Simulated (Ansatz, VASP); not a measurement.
## Al in VASP and in Ansatz

The input INCAR:

```
ALGO = Normal
EDIFF = 1E-6
ENCUT = 520
GGA = PS
ISIF = 2
ISMEAR = 0
LASPH = True
LCHARG = True
LELF = True
LREAL = False
LVHAR = True
LWAVE = False
NBANDS = 10
NELM = 100
PREC = Accurate
SIGMA = 0.15
```

Contents of KPOINTS:

```
k-points
0
Gamma
  21 21 10
```

File POSCAR:

```
Al
1.0
    2.6718325839      0.0000000000      0.0000000000
   -1.3359162919      2.3138748923      0.0000000000
    0.0000000000      0.0000000000      4.9885212500
Al
2
Direct
    0.6666666667      0.3333333333      0.7500000000
    0.3333333333      0.6666666667      0.2500000000
```

Input for Ansatz:

```yaml
crystal:
  lattice:
    - [2.6718325839, 0.0, 0.0]
    - [-1.3359162919, 2.3138748923, 0.0]
    - [0.0, 0.0, 4.98852125]
  atoms:
    - { symbol: Al, position: [0.6666666667, 0.3333333333, 0.75] }
    - { symbol: Al, position: [0.3333333333, 0.6666666667, 0.25] }
basis:
  ecutwfc: 420
kpoints:
  mp_grid: { grid: [21, 21, 10] }
hamiltonian:
  xc: pbesol
scf:
  occupations: { method: gaussian, width: 0.15 }
output:
  forces: true
  stress: true
  eigenvalues: true
```

Change from the starting cell: strain -0.050 along x and y, +0.025 along z, atoms carried along.

Alike in both runs: task single point; functional PBEsol; k mesh 21 × 21 × 10; occupations gaussian, width 0.15 eV; no spin polarisation.

```csv
,VASP,Ansatz
version,VASP 6.6.1,Ansatz 0.2.0
potentials or method,"VASP PAW PBE potentials, release 64 (Al)","scalar-relativistic, plane waves, PAW"
plane-wave cutoff (eV),520,420
valence electrons in the cell,6,6
```

VASP gave:

| Item | Value |
| --- | --- |
| gap on the k mesh at the Fermi level (eV) | none |
| pressure (GPa) | 7.3 |
| largest component of the traceless stress (GPa) | 8.34 |

Task: What did Ansatz give for the same quantities?

Result: gap on the k mesh at the Fermi level (eV): none; pressure (GPa): 7.2; largest component of the traceless stress (GPa): 8.28.

A gap of «none» marks a metal or a gap that the smearing closes.

Caveats: the PAW data sets were made with another functional, which shifts forces and pressure a little (VASP).
